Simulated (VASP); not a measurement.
# SnO2 (P4_2/mnm) in VASP: relaxation of cell and atoms with r2SCAN+rVV10

Aim: the relaxation of cell and atoms of SnO2 with r2SCAN+rVV10.

Everything below comes from runs of VASP 6.6.1. Logs are shortened: lines on timing, memory, paths and dates and some standing lists are left out, and cuts for length are marked.

## 1. Starting point

Symmetry: P4_2/mnm, No. 136, tetragonal system. Conventional cell: a = 4.737 Å, b = 4.737 Å, c = 3.186 Å, α = 90.00°, β = 90.00°, γ = 90.00°. Sn (site symmetry mmm) is surrounded by 6 O at 2.05 to 2.06 Å. Around O (site symmetry m2m) lie 3 Sn at 2.05 to 2.06 Å.

## 2. Relaxation of cell and atoms, r2SCAN+rVV10

The input, INCAR:

```
  ALGO = Normal
  BPARAM = 11.95
  CPARAM = 0.0093
  EDIFF = 1E-7
  EDIFFG = -0.005
  ENCUT = 600
  IBRION = 2
  ISIF = 3
  ISMEAR = 0
  IVDW_NL = 2
  LASPH = True
  LCHARG = False
  LMIXTAU = True
  LREAL = False
  LUSE_VDW = True
  LWAVE = False
  METAGGA = R2SCAN
  NELM = 60
  NSW = 90
  PREC = Accurate
  SIGMA = 0.02
```

The input, KPOINTS:

```
k-points
0
Gamma
  6 6 8
```

The input, POSCAR:

```
SnO2
1.0
    4.7373500000      0.0000000000      0.0000000000
    0.0000000000      4.7373500000      0.0000000000
    0.0000000000      0.0000000000      3.1864000000
Sn O
2 4
Direct
    0.0000000000      0.0000000000      0.0000000000
    0.5000000000      0.5000000000      0.5000000000
    0.3056200000      0.3056200000      0.0000000000
    0.1943800000      0.8056200000      0.5000000000
    0.6943800000      0.6943800000      0.0000000000
    0.8056200000      0.1943800000      0.5000000000
```

Potentials or basis: VASP PAW PBE potentials, release 64 (Sn_d, O).

Run with:

```bash
$ cat potpaw_PBE.64/Sn_d/POTCAR potpaw_PBE.64/O/POTCAR > POTCAR
$ mpirun -np 1 vasp_std > vasp.out
```

OUTCAR:

```text
BPARAM = 11.95
   EDIFF = 1E-7
   EDIFFG = -0.005
   ENCUT = 600
   IBRION = 2
   ISIF = 3
   ISMEAR = 0
   IVDW_NL = 2
   LASPH = True
   LREAL = False
   METAGGA = R2SCAN
   NELM = 60
   NSW = 90
   PREC = Accurate

 ion  position               nearest neighbor table
   1  0.000  0.000  0.000-   3 2.05   5 2.05   4 2.06   6 2.06   4 2.06   6 2.06   2 3.71   2 3.71
                             2 3.71   2 3.71   2 3.71   2 3.71   2 3.71   2 3.71
   2  0.500  0.500  0.500-   4 2.05   6 2.05   5 2.06   3 2.06   3 2.06   5 2.06   1 3.71   1 3.71
                             1 3.71   1 3.71   1 3.71   1 3.71   1 3.71   1 3.71
   3  0.306  0.306  0.000-   1 2.05   2 2.06   2 2.06
   4  0.194  0.806  0.500-   2 2.05   1 2.06   1 2.06
   5  0.694  0.694  0.000-   1 2.05   2 2.06   2 2.06
   6  0.806  0.194  0.500-   2 2.05   1 2.06   1 2.06

  LATTYP: Found a simple tetragonal cell.
 ALAT       =     4.7373500000
 C/A-ratio  =     0.6726123255

  Lattice vectors:

 A1 = (   4.7373500000,   0.0000000000,   0.0000000000)
 A2 = (   0.0000000000,   4.7373500000,   0.0000000000)
 A3 = (   0.0000000000,   0.0000000000,   3.1864000000)

Analysis of symmetry for initial positions (statically):
=====================================================================
 Subroutine PRICEL returns:
 Original cell was already a primitive cell.

 Routine SETGRP: Setting up the symmetry group for a
 simple tetragonal supercell.

 Subroutine GETGRP returns: Found 16 space group operations
 (whereof  8 operations were pure point group operations)
 out of a pool of 16 trial point group operations.

The static configuration has the point symmetry D_2h.
 The point group associated with its full space group is D_4h.

Analysis of symmetry for dynamics (positions and initial velocities):
=====================================================================
 Subroutine PRICEL returns:
 Original cell was already a primitive cell.

 Routine SETGRP: Setting up the symmetry group for a
 simple tetragonal supercell.

 Subroutine GETGRP returns: Found 16 space group operations
 (whereof  8 operations were pure point group operations)
 out of a pool of 16 trial point group operations.

The dynamic configuration has the point symmetry D_2h.
 The point group associated with its full space group is D_4h.

 Subroutine INISYM returns: Found 16 space group operations
 (whereof  8 operations are pure point group operations),
 and found     1 'primitive' translations

----------------------------------------------------------------------------------------

                                     Primitive cell

  volume of cell :      71.5107

  direct lattice vectors                    reciprocal lattice vectors
     4.737350000  0.000000000  0.000000000     0.211088478  0.000000000  0.000000000
     0.000000000  4.737350000  0.000000000     0.000000000  0.211088478  0.000000000
     0.000000000  0.000000000  3.186400000     0.000000000  0.000000000  0.313833794

  length of vectors
     4.737350000  4.737350000  3.186400000     0.211088478  0.211088478  0.313833794

  position of ions in fractional coordinates (direct lattice)
     0.000000000  0.000000000  0.000000000
     0.500000000  0.500000000  0.500000000
     0.305620000  0.305620000  0.000000000
     0.194380000  0.805620000  0.500000000
     0.694380000  0.694380000  0.000000000
     0.805620000  0.194380000  0.500000000

  ion indices of the primitive-cell ions
   primitive index   ion index
                 1           1
                 2           2
                 3           3
                 4           4
                 5           5
                 6           6

----------------------------------------------------------------------------------------

 KPOINTS: k-points

Automatic generation of k-mesh.
 Grid dimensions read from file:
 generate k-points for:    6    6    8

 Generating k-lattice:

  Cartesian coordinates                     Fractional coordinates (reciprocal lattice)
     0.035181413  0.000000000  0.000000000     0.166666667  0.000000000  0.000000000
     0.000000000  0.035181413  0.000000000     0.000000000  0.166666667  0.000000000
     0.000000000  0.000000000  0.039229224     0.000000000  0.000000000  0.125000000

  Length of vectors
     0.035181413  0.035181413  0.039229224

  Shift w.r.t. Gamma in fractional coordinates (k-lattice)
     0.000000000  0.000000000  0.000000000

 Subroutine IBZKPT returns following result:
 ===========================================

 Found     50 irreducible k-points:

 Following reciprocal coordinates:
            Coordinates               Weight
  0.000000  0.000000  0.000000      1.000000
  0.166667  0.000000  0.000000      4.000000
  0.333333  0.000000  0.000000      4.000000
  0.500000  0.000000  0.000000      2.000000
  0.166667  0.166667  0.000000      4.000000
  0.333333  0.166667  0.000000      8.000000
[... 16 lines left out ...]
  0.333333  0.000000  0.250000      8.000000
  0.500000  0.000000  0.250000      4.000000
 [... further k-points ...]
   k-points           NKPTS =     50   k-points in BZ     NKDIM =     50   number of bands    NBANDS=     31
   number of dos      NEDOS =    301   number of ions     NIONS =      6
   total plane-waves  NPLWV =  44800
   dimension x,y,z NGX =    40 NGY =   40 NGZ =   28
   dimension x,y,z NGXF=    80 NGYF=   80 NGZF=   56
   ions per type =               2   4
   NGX,Y,Z   is equivalent  to a cutoff of  14.04, 14.04, 14.61 a.u.
   NGXF,Y,Z  is equivalent  to a cutoff of  28.07, 28.07, 29.22 a.u.
 SYSTEM =  unknown system
   PREC   = accura    normal or accurate (medium, high low for compatibility)
   ISTART =      0    job   : 0-new  1-cont  2-samecut
   ICHARG =      2    charge: 1-file 2-atom 10-const
   ISPIN  =      1    spin polarized calculation?
   LNONCOLLINEAR =      F non collinear calculations
   LSORBIT =      F    spin-orbit coupling
   LASPH  =      T    aspherical Exc in radial PAW
   ENCUT  =  600.0 eV  44.10 Ry    6.64 a.u.   9.46  9.46  6.36*2*pi/ulx,y,z
   NELM   =     60;   NELMIN=  2; NELMDL= -5     # of ELM steps
   EDIFF  = 0.1E-06   stopping-criterion for ELM
   LREAL  =      F    real-space projection
   EDIFFG = -.5E-02   stopping-criterion for IOM
   NSW    =     90    number of steps for IOM
   IBRION =      2    ionic relax: 0-MD 1-quasi-New 2-CG
   NFREE  =      1    steps in history (QN), initial steepest desc. (CG)
   ISIF   =      3    stress and relaxation
   ISYM   =      2    0-nonsym 1-usesym 2-fastsym
   POTIM  = 0.5000    time-step for ionic-motion
   TEBEG  =    0.0;   TEEND  =   0.0 temperature during run
   PSTRESS=    0.0 pullay stress
   NELECT =      52.0000    total number of electrons
   NUPDOWN=      -1.0000    fix difference up-down
   EMIN   =  10.00;   EMAX   =-10.00  energy-range for DOS
   EFERMI =   0.00;   METHOD = LEGACY
   ISMEAR =     0;   SIGMA  =   0.02  broadening in eV -4-tet -1-fermi 0-gaus
   EFERMI_NEDOS =   21; number of points for ismear=-14 and -15
   IALGO  =     38    algorithm
   IMIX   =      4    mixing-type and parameters
     AMIX     =   0.40;   BMIX     =  1.00
     AMIX_MAG =   1.60;   BMIX_MAG =  1.00
  volume/ion in A,a.u.               =      11.92        80.43
  Fermi-wavevector in a.u.,A,eV,Ry     =   1.472150  2.781961 29.486913  2.167227
  Thomas-Fermi vector in A             =   2.587200
   LORBIT       =      0    0 simple, 1 ext, 2 COOP (PROOUT), +10 PAW based schemes
   METAGGA = R2SCAN    functional components
   LHFCALC =     F    Hartree Fock is set to
   AEXX    =    0.0000 exact exchange contribution
   IVDW_NL    =     2    kernel type
   BPARAM     =11.9500
   IVDW    =     0    specifies the selected vdW correction
   LEPSILON=     F    determine dielectric tensor
   LRPA    =     F    only Hartree local field effects (RPA)
 conjugate gradient relaxation of ions
 non-spin polarized calculation
 Gauss-broadening in eV      SIGMA  =   0.02
  energy-cutoff  :      600.00
  volume of cell :       71.51
 maximum number of plane-waves:      2409
 NGX is ok and might be reduce to    40
   NGX = 19   NGY = 19   NGZ = 13

--------------------------------------- Ionic step        1  -------------------------------------------

 number of electron      52.0000000 magnetization

 Free energy of the ion-electron system (eV)
  ---------------------------------------------------
  ext. energy  EPLUGINS =         0.00000000
  ---------------------------------------------------
  free energy    TOTEN  =       -83.28618841 eV

  energy without entropy =      -83.28618841  energy(sigma->0) =      -83.28618841

------------------------ aborting loop because EDIFF is reached ----------------------------------------

  FORCE on cell =-STRESS in cart. coord.  units (eV):
  Direction    XX          YY          ZZ          XY          YZ          ZX
  --------------------------------------------------------------------------------------
  -------------------------------------------------------------------------------------
  Total        0.9987846      0.9987846      1.6578499     -0.0000000      0.0000000      0.0000000
  in kB       22.3774804     22.3774804     37.1436484     -0.0000000      0.0000000      0.0000000
  external PRESSURE =      27.2995364 kB  Pullay stress =       0.0000000 kB
[... 185 lines left out ...]
  energy  without entropy=      -83.2939530856  energy(sigma->0) =      -83.29395309

--------------------------------------- Ionic step        6  -------------------------------------------

 number of electron      52.0000004 magnetization

 Free energy of the ion-electron system (eV)
  ---------------------------------------------------
  ext. energy  EPLUGINS =         0.00000000
  ---------------------------------------------------
  free energy    TOTEN  =       -83.29395733 eV

  energy without entropy =      -83.29395733  energy(sigma->0) =      -83.29395733

 E-fermi :   5.7511     XC(G=0): -12.0501

 val. band max:        5.5711174466   @ k =   0.0000   0.0000   0.0000
 cond. band min:       7.3577299288   @ k =   0.0000   0.0000   0.0000
 fundamental gap:      1.7866124823
 Fermi energy:         5.7511131139

 k-point     1 :       0.0000    0.0000    0.0000
  band No.  band energies     occupation
      1     -16.1491      2.00000
      2     -15.2187      2.00000
      3     -14.9187      2.00000
      4     -14.9187      2.00000
      5     -14.8971      2.00000
      6     -14.8711      2.00000
[... 805 lines left out ...]
     30      15.0544      0.00000
     31      15.9472      0.00000

 [... further k-points ...]

------------------------ aborting loop because EDIFF is reached ----------------------------------------

  FORCE on cell =-STRESS in cart. coord.  units (eV):
  Direction    XX          YY          ZZ          XY          YZ          ZX
  --------------------------------------------------------------------------------------
  -------------------------------------------------------------------------------------
  Total       -0.0117287     -0.0117287      0.0249822      0.0000000      0.0000000      0.0000000
  in kB       -0.2597471     -0.2597471      0.5532596      0.0000000      0.0000000      0.0000000
  external PRESSURE =       0.0112552 kB  Pullay stress =       0.0000000 kB
[... 21 lines left out ...]
  FREE ENERGIE OF THE ION-ELECTRON SYSTEM (eV)
  ---------------------------------------------------
  free  energy   TOTEN  =       -83.2939573260 eV

  energy  without entropy=      -83.2939573260  energy(sigma->0) =      -83.29395733

 reached required accuracy - stopping structural energy minimisation
```

It took 24 min on 1 thread of Intel Xeon Platinum 8488C (Sapphire Rapids), shared host; peak memory 0.45 GiB.

What came out:

| Item | Value |
| --- | --- |
| Free energy | -83.2940 eV |
| Relaxed volume | 12.06 Å³/atom |
| Relaxed cell | a = 4.751 Å, b = 4.751 Å, c = 3.205 Å, α = 90.00°, β = 90.00°, γ = 90.00° |
| Space group after relaxing (to 0.05 Å) | P4_2/mnm (No. 136) |
| Energy gained by relaxing | 1.3 meV/atom |
| Ionic steps | 6 |
| Pressure after relaxing | 0.0 GPa |
| Largest force after relaxing | 0.003 eV/Å |
| Band gap on the k mesh | 1.79 eV, direct |

Forces in eV/Å, atoms in the order of the input:
```
Sn   0.000  0.000  0.000
Sn   0.000  0.000  0.000
O   -0.002 -0.002  0.000
O    0.002 -0.002  0.000
O    0.002  0.002  0.000
O   -0.002  0.002  0.000
```

Step by step:
| step | energy change (eV) | largest force (eV/Å) | pressure (GPa) | volume (Å³) |
| --- | --- | --- | --- | --- |
| 1 | 0.0000 | 0.0392 | 2.73 | 71.51 |
| 2 | 0.0091 | 0.1204 | -3.88 | 73.63 |
| 3 | -0.0077 | 0.0294 | -0.05 | 72.36 |
| 4 | -0.0077 | 0.0281 | 0.00 | 72.34 |
| 5 | -0.0078 | 0.0025 | 0.00 | 72.34 |
| 6 | -0.0078 | 0.0031 | 0.00 | 72.35 |

Final structure:
```
Sn O
1.0
     4.75107    0.00000    0.00000
     0.00000    4.75107    0.00000
     0.00000    0.00000    3.20500
Sn O
2 4
Cartesian
  0.0000 0.0000 0.0000
  2.3755 2.3755 1.6025
  1.4525 1.4525 0.0000
  0.9230 3.8281 1.6025
  3.2986 3.2986 0.0000
  3.8281 0.9230 1.6025
```

Levels at points of the mesh, in eV from the valence-band top:
| k point | band 24 | band 25 | band 26 | band 27 | band 28 | band 29 |
| --- | --- | --- | --- | --- | --- | --- |
| (0.00, 0.00, 0.00) | -0.78 | -0.78 | 0.00 | 1.79 | 6.79 | 6.99 |
| (0.50, 0.00, 0.00) | -1.18 | -0.62 | -0.62 | 5.01 | 5.01 | 7.75 |
| (0.50, 0.50, 0.00) | -1.31 | -0.92 | -0.92 | 5.45 | 5.45 | 8.18 |
| (0.00, 0.00, 0.50) | -1.69 | -1.27 | -1.27 | 6.89 | 6.89 | 10.49 |
| (0.50, 0.00, 0.50) | -1.12 | -0.68 | -0.68 | 7.17 | 7.17 | 8.84 |
| (0.50, 0.50, 0.50) | -0.96 | -0.85 | -0.85 | 5.53 | 5.53 | 9.59 |

Caveat: the PAW data sets were made with another functional, which shifts forces and pressure a little; spin-orbit coupling is left out, which moves the levels of the heavy elements. Zero-point motion and thermal expansion aren't in these numbers.
